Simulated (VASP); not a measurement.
# Ti: molecular dynamics at constant energy

Ti, P6/mmm (no. 191), 12 atoms in the cell. PBE, molecular dynamics; PAW potentials Ti (PBE set).

Ensemble: NVE; Starting temperature (K): 1000.

## Input

INCAR:
```
SYSTEM = Ti
  ALGO = Fast
  EDIFF = 1E-6
  ENCUT = 200
  GGA = PE
  IBRION = 0
  ISIF = 2
  ISMEAR = -1
  ISYM = 0
  KPAR = 2
  LASPH = .True.
  LCHARG = .False.
  LREAL = Auto
  LWAVE = .False.
  MDALGO = 2
  NELM = 60
  NELMIN = 4
  NSW = 60
  POTIM = 3.0
  PREC = Normal
  RANDOM_SEED = 706932 0 0
  SIGMA = 0.05
  SMASS = -3
  TEBEG = 1000
```

KPOINTS:
```
k-points
0
Gamma
  3 2 2
```

POSCAR:
```
Ti
1.0
    4.5673748306      0.0000000000      0.0000000000
    0.0000000000      7.9109252638      0.0000000000
    0.0000000000      0.0000000000      5.6524885400
Ti
12
Direct
    0.5000000000      0.1666666666      0.2500000000
    0.5000000000      0.1666666666      0.7500000000
    0.0000000001      0.6666666667      0.2500000000
    0.0000000001      0.6666666667      0.7500000000
    0.0000000000      0.3333333334      0.2500000000
    0.0000000000      0.3333333334      0.7500000000
    0.5000000000      0.8333333334      0.2500000000
    0.5000000000      0.8333333334      0.7500000000
    0.0000000000      0.0000000000      0.0000000000
    0.0000000000      0.0000000000      0.5000000000
    0.5000000000      0.5000000000      0.0000000000
    0.5000000000      0.5000000000      0.5000000000
```

Commands:
```
cat potpaw_PBE.64/Ti/POTCAR > POTCAR
mpirun -np 2 vasp_std > vasp.out
```

## Result

- Rise of the mean potential energy above the start (meV/atom): 60.1
- Mean temperature (K): 495
- Standard error of the mean temperature (K): 68
- Relative fluctuation of the kinetic energy: 0.461
- Canonical value of that fluctuation: 0.246
- Electronic steps per ionic step after the first: 5.7

Course of the run:

| Time (fs) | Temperature (K) | Potential energy less the first (meV/atom) |
|---|---|---|
| 3 | 1000 | 0.0 |
| 18 | 732 | 31.9 |
| 30 | 356 | 76.6 |
| 45 | 187 | 96.6 |
| 57 | 374 | 74.5 |
| 72 | 649 | 41.7 |
| 84 | 628 | 44.2 |
| 99 | 328 | 79.9 |
| 111 | 144 | 101.7 |
| 126 | 260 | 87.9 |
| 138 | 526 | 56.3 |
| 153 | 720 | 33.3 |
| 165 | 668 | 39.6 |
| 180 | 517 | 57.4 |

The mean temperature lies below the starting 1000 K, since the atoms start on their sites and part of their kinetic energy turns into potential energy.

REPORT:
```
MDALGO =   2
               SCALING =       0
                 CNEXP =     9.000   14.000
           RANDOM_SEED =            706932                0                0

   original number of atomic DOF:         33
   number of independent constraints:      0
   number of active DOF:                  33

========================================
         MD step No.       1
========================================

  Atomic velocities initialized by STEP_tb

  >Energies
                    E_tot             E_pot             E_kin               EPS                ES
   e_b>   -0.92172256E+02   -0.93594454E+02    0.14221985E+01    0.00000000E+00    0.00000000E+00

  >Temperature
               T_sim     T_inst
   tmprt>   1000.000   1000.232

  >Thermostat:
           s(n+1) sdot(n+1)      s(n)   sdot(n)        Qs
   s_b>   0.00000   0.00000   0.00000   0.00000  -3.00000

           RANDOM_SEED =            706932               72                0

[... steps left out ...]

========================================
         MD step No.      60
========================================

  >Energies
                    E_tot             E_pot             E_kin               EPS                ES
   e_b>   -0.92169482E+02   -0.92905191E+02    0.73570920E+00    0.00000000E+00    0.00000000E+00

  >Temperature
               T_sim     T_inst
   tmprt>   1000.000    517.424

  >Thermostat:
           s(n+1) sdot(n+1)      s(n)   sdot(n)        Qs
   s_b>   0.00000   0.00000   0.00000   0.00000  -3.00000

           RANDOM_SEED =            706932               72                0
```

OSZICAR:
```
N       E                     dE             d eps       ncg     rms          rms(c)
DAV:   1     0.836774577386E+02    0.83677E+02   -0.87519E+03   496   0.633E+02
DAV:   2    -0.813433587931E+02   -0.16502E+03   -0.15771E+03   510   0.193E+02
DAV:   3    -0.105038301657E+03   -0.23695E+02   -0.22153E+02   776   0.581E+01
DAV:   4    -0.106302704332E+03   -0.12644E+01   -0.12067E+01   736   0.146E+01
DAV:   5    -0.106336528656E+03   -0.33824E-01   -0.33312E-01   720   0.173E+00    0.380E+01
RMM:   6    -0.947873637296E+02    0.11549E+02   -0.21739E+01   496   0.341E+01    0.106E+01
RMM:   7    -0.935005375299E+02    0.12868E+01   -0.12205E+01   498   0.171E+01    0.267E+00
RMM:   8    -0.936303461357E+02   -0.12981E+00   -0.24451E+00   502   0.946E+00    0.215E+00
RMM:   9    -0.935704133511E+02    0.59933E-01   -0.68117E-01   534   0.379E+00    0.105E+00
RMM:  10    -0.935952903123E+02   -0.24877E-01   -0.28098E-01   582   0.135E+00    0.702E-01
RMM:  11    -0.935974421393E+02   -0.21518E-02   -0.54434E-02   601   0.826E-01    0.380E-01
RMM:  12    -0.935951501536E+02    0.22920E-02   -0.17496E-02   548   0.611E-01    0.198E-01
[... left out ...]
[... last step whole ...]
       N       E                     dE             d eps       ncg     rms          rms(c)
DAV:   1    -0.929051622531E+02    0.36982E-01   -0.11318E-02   984   0.835E-01    0.231E-02
RMM:   2    -0.929052050215E+02   -0.42768E-04   -0.75598E-04   496   0.165E-01    0.391E-02
RMM:   3    -0.929051893979E+02    0.15624E-04   -0.16037E-04   514   0.729E-02    0.126E-02
RMM:   4    -0.929051910102E+02   -0.16123E-05   -0.48963E-05   580   0.217E-02    0.977E-03
RMM:   5    -0.929051909086E+02    0.10161E-06   -0.17117E-05   571   0.154E-02    0.571E-03
RMM:   6    -0.929051910324E+02   -0.12374E-06   -0.41308E-06   361   0.734E-03
     60 T=   517. E= -.92169482E+02 F= -.92905191E+02 E0= -.92853232E+02  EK= 0.73571E+00 SP= 0.00E+00 SK= 0.00E+00
```

Limits: 180 fs of 12 atoms are too short for converged averages; the cell is only 4.6 Å across, so each atom moves in step with near copies of itself.

VASP 6.6.1 took 301 s on 2 cores (AMD EPYC 7R13 (Zen 3)), a shared host.
